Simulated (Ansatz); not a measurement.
# C (C2/m) in Ansatz: convergence with k mesh

Aim: find how far k mesh must go before the results for C settle, at PBE. This setting moves, with any that are tied to it; all else stays.

Program: Ansatz 0.2.0. These are calculated values, not measurements. Logs are shortened: lines on timing, memory, paths and dates and some standing lists are left out, and cuts for length are marked.

### 1 The structure

The structure is monoclinic, space group C2/m (No. 12). Conventional cell: a = 4.255 Å, b = 2.457 Å, c = 3.765 Å, α = 90.00°, β = 111.49°, γ = 90.00°. Around C (site symmetry m) lie 3 C at 1.42 Å.

This is a stacking variant of graphite.

### 2 With k mesh 3 × 3 × 2

The input, input.yaml:

```yaml
crystal:
  lattice:
    - [2.1273203072, -1.22828244, 0.0]
    - [2.1273203072, 1.22828244, 0.0]
    - [-1.3790696309, 0.0, 3.5028300786]
  atoms:
    - { symbol: C, position: [0.16664447, 0.16664447, 0.99990696] }
    - { symbol: C, position: [0.83335553, 0.83335553, 9.304e-05] }
kpoints:
  mp_grid: { grid: [3, 3, 2] }
scf:
  occupations: { method: fermi_dirac, width: 0.05 }
hamiltonian:
  xc: pbe
  pseudopotentials: { kind: all_electron, lapw: { basis_error: 0.001 } }
output:
  forces: true
  stress: true
  eigenvalues: true
```

Potentials or basis: all-electron LAPW, scalar-relativistic.

The run is started by

```console
$ ansatz run input.yaml --threads 1 --pin off --max-ram 3072MiB --backend cpu --events-out ev --progress --plain --runs-dir out
```

Log:

```text
Warning: RAYON_NUM_THREADS=1 ignored (pool sized by the plan → 1); use --threads N
LAPW: plane waves up to 11.772 Å⁻¹, error target 1.0e-3 eV per atom; small_component_spin mean_spin; C in spheres of 0.709 Å, 6 of its electrons in bands, Dirac shells [] (how accurate: hamiltonian.pseudopotentials.lapw.basis_error, Limitations)
Engine: ansatz 0.2.0, x86_64-unknown-linux-gnu
Pseudopotentials: kind: all_electron
Pseudopotential: C, LAPW, valence charge 6, lapw/all_electron/scalar/gaussian/C, Koelling and Harmon's equation, gaussian nucleus
Functional definition: PBE
  parameter kappa = 0.804
  parameter beta = 0.06672455060314922
  exchange = pbe_x(kappa = kappa, mu = beta*pi^2/3)
  correlation = pbe_c(beta = beta)
Crystal: 2 atoms, lattice volume = 18.305 Å³
Basis set: ecut = 527.9763831979737 eV, 515 PW (Γ), exchange–correlation at level 2
Bands: 10, of which v1, the nominal top of the filled ones, is band 6 counted from 1 (5 counted from 0)
Symmetry: 4 space group operations
Space group: C2/m (ITA 12), of the structure as read, at distance tolerance 2.6e-5 Å
k-points: 8 of 18
Non-local potential: C, projectors of the file, none
Initial density: superposition of atomic densities (chi_scale 0.1, normalization cell)
Initial wavefunctions: plane waves of lowest kinetic energy (no species holds an atomic orbital)
Functional: x = pbe(κ = 0.804, μ = 0.2195149727645171), c = pbe(β = 0.06672455060314922)
iter 1 solved again at ethr=2.15e-2 eV; its pass at ethr=1.00e-1 eV (dr2=2.58e0 eV) is discarded
SCF iter   1: F=—  HF=-2074.461373 eV  |F-HF|=—  |Δ(HF+E_count)|=         —  Δρ=1.27e-1  dr2=2.59e0  ethr=2.15e-2  ⟨swp⟩=2.2  Hψ=570  notcnv=0
preconditioner: auto → none  [insulator: Δε(μ)=0.343 eV  Ē_g=19.379 eV  σ=0.050 eV  W_gap=0.94  n_scr=2 (ndim 8)  ℏωp=24.5 eV  f_vac=0.000  D(μ)=0.44/eV (n_scr^D=2)  ε∞_Penn≈2.6]
iter 2 solved again at ethr=1.94e-3 eV; its pass at ethr=2.15e-2 eV (dr2=2.32e-1 eV) is discarded
SCF iter   2: F=—  HF=-2073.323727 eV  |F-HF|=—  |Δ(HF+E_count)|=    1.14e0  Δρ=4.51e-2  dr2=2.30e-1  ethr=1.94e-3  ⟨swp⟩=2.1  Hψ=428  notcnv=0  defer=1
SCF iter   3: F=—  HF=-2073.243569 eV  |F-HF|=—  |Δ(HF+E_count)|=   8.02e-2  Δρ=7.86e-3  dr2=3.65e-3  ethr=1.92e-3  ⟨swp⟩=3.1  Hψ=260  notcnv=0
SCF iter   4: F=—  HF=-2073.243941 eV  |F-HF|=—  |Δ(HF+E_count)|=         —  Δρ=2.77e-4  dr2=1.60e-5  ethr=3.04e-5  ⟨swp⟩=2.0  Hψ=197  notcnv=0
the basis was enlarged: its passes take 80.4 KiB over the memory plan, 1 of 1 planned eigensolver slots
SCF iter   5: F=—  HF=-2073.243943 eV  |F-HF|=—  |Δ(HF+E_count)|=   1.93e-6  Δρ=7.56e-5  dr2=3.51e-7  ethr=1.33e-7  ⟨swp⟩=3.0  Hψ=212  notcnv=0
SCF iter   6: F=-2073.243944 eV  HF=-2073.243944 eV  |F-HF|=1.84e-9  |Δ(HF+E_count)|=   6.88e-7  Δρ=5.98e-6  dr2=2.91e-9  ethr=2.92e-9  ⟨swp⟩=3.0  Hψ=200  notcnv=0
SCF 1 converged in 6 iterations: F = -2073.243944 eV  dr2 = 2.91e-9
SCF converged after 6 iterations
Free energy (F): -2073.243944 eV
Harris-Foulkes:  -2073.243944 eV  (|F-HF|=1.84e-9)
Internal energy: -2073.242156 eV  (E = F + TS)
E sigma→0 (E₀):  -2073.243050 eV
Entropy (-TS):   -0.001788 eV (-0.894 meV/atom)
Fermi energy:    6.793873 eV
--- Per-component energies (eV) ---
  E_band       = -1054.833532
  E_kinetic    = 2067.728792
  E_xc         = -294.476410
  E_electrostatic = -3846.494539  (all electrons and nuclei)
  E_smearing   = -0.001788  (= −TS)
  E_closure    = 0.000000  (closes the sum)
  E_atoms      = -2055.265647  (free atoms, spherical and without spin; not in F)
  Σ components = -2073.243944   (vs F -2073.243944, Δ=0.00e0)
  Basis errors (estimates in eV, not in F): energy 6.8e-4 per atom: plane waves 6.3e-4 (4.1e-4 summed), levels above the bands 3.6e-111, relativity 1.4e-8, radial functions 4.3e-5, core shells 0.0e0; eigenvalues (radial functions only) 2.0e-6; not estimated: angular momenta, meshes, grids; target (lapw.basis_error) 1.0e-3; muffin-tin radii C 0.709 Å
--- Forces (eV/Å), atoms counted from 1 ---
  atom   1  C      0.08052882     0.00000000    -0.23615174
  atom   2  C     -0.08052882    -0.00000000     0.23615174
  max |Σ_I F_I| component: 2.78e-17 eV/Å
--- Stress (GPa, compression-positive) ---
        7.943038      -0.000000      -3.956365
       -0.000000      10.338592       0.000000
       -3.956365       0.000000      -2.555176
  P = ⅓ Tr σ = 5.2422 GPa (52.422 kbar)
--- Band table (eV; the first three rows and the last of 8) ---
  k-point 0: bands = ["-259.0756", "-259.0488", "-12.9118", "-0.0624", "3.7759", "3.7766", "10.6810", "15.2119", "15.2174", "18.3007"]
  k-point 1: bands = ["-259.0756", "-259.0488", "-12.6993", "-1.6315", "3.7634", "3.7663", "15.1792", "15.1810", "16.3078", "18.4494"]
  k-point 2: bands = ["-259.0699", "-259.0544", "-10.2738", "-2.8692", "1.0130", "2.6663", "11.8099", "14.3199", "14.8673", "22.4564"]
  k-point 7: bands = ["-259.0622", "-259.0622", "-5.8516", "-5.7948", "-3.8367", "6.5210", "7.0324", "17.1433", "20.2129", "20.4579"]
```

It took 3.1 s on 1 thread of Intel Xeon Platinum 8488C (Sapphire Rapids), shared host; peak memory 0.25 GiB.

Results:

```yaml
Free_energy: -2073.2439 eV
Pressure: 5.2 GPa
Largest_force: 0.250 eV/Å
Band_gap_on_the_k_mesh: 0.47 eV, indirect (least direct gap 0.50 eV)
```

### 3 With k mesh 5 × 5 × 3

input.yaml: that of step 2 with these lines changed.

```diff
@@ -9,3 +9,3 @@
 kpoints:
-  mp_grid: { grid: [3, 3, 2] }
+  mp_grid: { grid: [5, 5, 3] }
 scf:
```

Potentials or basis: all-electron LAPW, scalar-relativistic.

The run is started by

```console
$ ansatz run input.yaml --threads 1 --pin off --max-ram 3072MiB --backend cpu --events-out ev --progress --plain --runs-dir out
```

Run time: 1.8 s. Hardware: 1 thread of Intel Xeon Platinum 8488C (Sapphire Rapids), shared host; peak memory 0.27 GiB.

What came out:

| Property | Result |
| --- | --- |
| Free energy | -2073.7006 eV |
| Pressure | 3.9 GPa |
| Largest force | 0.005 eV/Å |
| Band gap on the k mesh | 2.52 eV, indirect (least direct gap 2.71 eV) |

### 4 With k mesh 6 × 6 × 4

input.yaml: that of step 3 with these lines changed.

```diff
@@ -9,3 +9,3 @@
 kpoints:
-  mp_grid: { grid: [5, 5, 3] }
+  mp_grid: { grid: [6, 6, 4] }
 scf:
```

The run is started by

```console
$ ansatz run input.yaml --threads 1 --pin off --max-ram 3072MiB --backend cpu --events-out ev --progress --plain --runs-dir out
```

Wall time 3.1 s (1 thread of Intel Xeon Platinum 8488C (Sapphire Rapids), shared host); peak memory 0.29 GiB.

Results:

| Quantity | Value |
| --- | --- |
| Free energy | -2073.6885 eV |
| Pressure | 3.8 GPa |
| Largest force | 0.051 eV/Å |
| Band gap on the k mesh | 0.46 eV, indirect (least direct gap 0.49 eV) |

### 5 With k mesh 8 × 8 × 5

input.yaml: that of step 4 with these lines changed.

```diff
@@ -9,3 +9,3 @@
 kpoints:
-  mp_grid: { grid: [6, 6, 4] }
+  mp_grid: { grid: [8, 8, 5] }
 scf:
```

The run is started by

```console
$ ansatz run input.yaml --threads 1 --pin off --max-ram 3072MiB --backend cpu --events-out ev --progress --plain --runs-dir out
```

It took 5.7 s on 1 thread of Intel Xeon Platinum 8488C (Sapphire Rapids), shared host; peak memory 0.32 GiB.

What came out:

```yaml
Free_energy: -2073.7217 eV
Pressure: 3.7 GPa
Largest_force: 0.006 eV/Å
Band_gap_on_the_k_mesh: 1.73 eV, direct
```

### 6 With k mesh 10 × 10 × 6

input.yaml: that of step 5 with these lines changed.

```diff
@@ -9,3 +9,3 @@
 kpoints:
-  mp_grid: { grid: [8, 8, 5] }
+  mp_grid: { grid: [10, 10, 6] }
 scf:
```

Potentials or basis: all-electron LAPW, scalar-relativistic.

The run is started by

```console
$ ansatz run input.yaml --threads 1 --pin off --max-ram 3072MiB --backend cpu --events-out ev --progress --plain --runs-dir out
```

Wall time 10 s (1 thread of Intel Xeon Platinum 8488C (Sapphire Rapids), shared host); peak memory 0.42 GiB.

What came out:

| Property | Result |
| --- | --- |
| Free energy | -2073.7248 eV |
| Pressure | 3.7 GPa |
| Largest force | 0.006 eV/Å |
| Band gap on the k mesh | 1.38 eV, indirect (least direct gap 1.41 eV) |

### 7 With k mesh 13 × 13 × 8

input.yaml: that of step 6 with these lines changed.

```diff
@@ -9,3 +9,3 @@
 kpoints:
-  mp_grid: { grid: [10, 10, 6] }
+  mp_grid: { grid: [13, 13, 8] }
 scf:
```

The run is started by

```console
$ ansatz run input.yaml --threads 1 --pin off --max-ram 3072MiB --backend cpu --events-out ev --progress --plain --runs-dir out
```

Run time: 23 s. Hardware: 1 thread of Intel Xeon Platinum 8488C (Sapphire Rapids), shared host; peak memory 0.63 GiB.

Results:

* Free energy: -2073.7226 eV
* Pressure: 3.7 GPa
* Largest force: 0.005 eV/Å
* Band gap on the k mesh: 0.93 eV, indirect (least direct gap 0.94 eV)

### 8 With k mesh 16 × 16 × 10

input.yaml: that of step 7 with these lines changed.

```diff
@@ -9,3 +9,3 @@
 kpoints:
-  mp_grid: { grid: [13, 13, 8] }
+  mp_grid: { grid: [16, 16, 10] }
 scf:
```

The run is started by

```console
$ ansatz run input.yaml --threads 1 --pin off --max-ram 3072MiB --backend cpu --events-out ev --progress --plain --runs-dir out
```

Wall time 40 s (1 thread of Intel Xeon Platinum 8488C (Sapphire Rapids), shared host); peak memory 0.97 GiB.

It converged, with:

* Free energy: -2073.7219 eV
* Pressure: 3.7 GPa
* Largest force: 0.004 eV/Å
* Band gap on the k mesh: 0.62 eV, indirect (least direct gap 0.63 eV)

### 9 With k mesh 19 × 19 × 12

input.yaml: that of step 8 with these lines changed.

```diff
@@ -9,3 +9,3 @@
 kpoints:
-  mp_grid: { grid: [16, 16, 10] }
+  mp_grid: { grid: [19, 19, 12] }
 scf:
```

Potentials or basis: all-electron LAPW, scalar-relativistic.

The run is started by

```console
$ ansatz run input.yaml --threads 1 --pin off --max-ram 3072MiB --backend cpu --events-out ev --progress --plain --runs-dir out
```

Wall time 67 s (1 thread of Intel Xeon Platinum 8488C (Sapphire Rapids), shared host); peak memory 1.5 GiB.

Results (log left out):

```yaml
Free_energy: -2073.7216 eV
Pressure: 3.7 GPa
Largest_force: 0.004 eV/Å
Band_gap_on_the_k_mesh: 0.43 eV, indirect (least direct gap 0.45 eV)
```

### 10 Summary

```
      k mesh  energy less the tightest run, at zero smearing (meV/atom)  pressure (GPa)  largest force (eV/Å)  gap on the mesh (eV)  SCF cycles  CPU time (s)  peak memory (GiB)
   3 × 3 × 2                                                     239.26            5.24                 0.250                 0.472           6             2               0.25
   5 × 5 × 3                                                      10.51            3.87                 0.005                 2.521           6           1.8               0.27
   6 × 6 × 4                                                      16.63            3.81                 0.051                 0.464           6           3.1               0.29
   8 × 8 × 5                                                      -0.08            3.74                 0.006                 1.727           6           5.7               0.32
 10 × 10 × 6                                                      -1.60            3.72                 0.006                 1.382           6            10               0.42
 13 × 13 × 8                                                      -0.51            3.74                 0.005                 0.930           6            23               0.63
16 × 16 × 10                                                      -0.14            3.74                 0.004                 0.622           6            40               0.97
19 × 19 × 12                                                       0.00            3.74                 0.004                 0.430           6            67                1.5
```

Against the tightest run, the energy stays within 1 meV/atom from 13 × 13 × 8 on; the pressure stays within 0.1 GPa from 6 × 6 × 4 on; the largest force stays within 0.005 eV/Å from 8 × 8 × 5 on. Not settled before the last step: the gap on the mesh (to 0.01 eV). Meshes of other sizes hit other points, so gaps and Fermi surfaces needn't settle smoothly. The tightest run that finished is the yardstick and may itself not be fully converged.

Caveats: an odd mesh through Γ misses points on the zone boundary, where band edges often lie; this functional lacks dispersion, which binds the layers, so the pressure and a relaxed spacing across them are unreliable.
